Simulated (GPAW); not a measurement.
Write an ASE script for GPAW 26.7.0 that does the following.

```yaml
Task: single point
Functional: PBEsol
Potentials_or_basis: PAW data sets generated in the run's folder for this functional
Cutoff: 800 eV
Basis: pw
k_mesh: 6 × 6 × 8
Occupations: fermi-dirac, width 0.05 eV
Spin: no spin polarisation
Ranks: 4
Maxiter: 150
```

Crystal: SnO2 (Cassiterite).

```
Sn O
1.0
     4.73800    0.00000    0.00000
     0.00000    4.73800    0.00000
     0.00000    0.00000    3.18650
Sn O
2 4
Direct
  0.50136 0.50951 0.49746
  0.99024 0.00615 0.99822
  0.80742 0.19471 0.50555
  0.69731 0.69922 0.00342
  0.20807 0.81229 0.50986
  0.30845 0.30649 0.98763
```

The cell isn't the ideal one: atoms moved at random, drawn with an rms of 0.05 Å.

These files were run (other wordings do the same):

run.py

```python
from ase import Atoms
from ase.dft.bandgap import bandgap
from ase.io import write
from ase.units import GPa
from ase.parallel import parprint
from gpaw import GPAW, PW, setup_paths

setup_paths.insert(0, '.')

atoms = Atoms(['Sn', 'Sn', 'O', 'O', 'O', 'O'],
              cell=[[4.738, 0.0, 0.0],
                    [0.0, 4.738, 0.0],
                    [0.0, 0.0, 3.1865]],
              scaled_positions=[[0.501356, 0.509506, 0.497457],
                                [-0.009763, 0.006147, -0.001775],
                                [0.807424, 0.194706, 0.505547],
                                [0.697313, 0.699219, 0.003419],
                                [0.208069, 0.81229, 0.509861],
                                [0.308452, 0.306493, -0.01237]],
              pbc=True)

calc = GPAW(mode=PW(800),
            xc='PBEsol',
            kpts={'size': (6, 6, 8), 'gamma': True},
            occupations={'name': 'fermi-dirac', 'width': 0.05},
            nbands=43,
            convergence={'density': 1e-05, 'energy': 1e-05},
            maxiter=150,
            txt='gpaw.txt')
atoms.calc = calc
energy = atoms.get_potential_energy()
forces = atoms.get_forces()
stress = atoms.get_stress()
calc.write('gs.gpw')
write('result.traj', atoms)
parprint(f'Energy: {energy:.6f} eV')
parprint('Forces (eV/A):')
parprint(forces.round(4))
parprint('Stress (GPa):', (stress / GPa).round(3))
parprint('Fermi level:', round(calc.get_fermi_level(), 4), 'eV')
parprint(f'Gap: {bandgap(calc)[0]:.4f} eV, direct: {bandgap(calc, direct=True)[0]:.4f} eV')
```

Potentials or basis: PAW data sets generated in the run's folder for this functional, pw.

Launch:

```sh
$ gpaw-setup -f PBEsol O Sn
$ OMP_NUM_THREADS=1 mpirun -n 4 gpaw python run.py
```

It gave:

```json
{
 "Pressure": "3.2 GPa",
 "Largest force": "1.682 eV/Å",
 "Band gap on the k mesh": "1.10 eV, direct"
}
```

Caveat: spin-orbit coupling is left out, which moves the levels of the heavy elements.

Wall time 99 s on 4 MPI ranks on Arm Neoverse V2, with other jobs on the host, peak memory 0.32 GiB a rank.
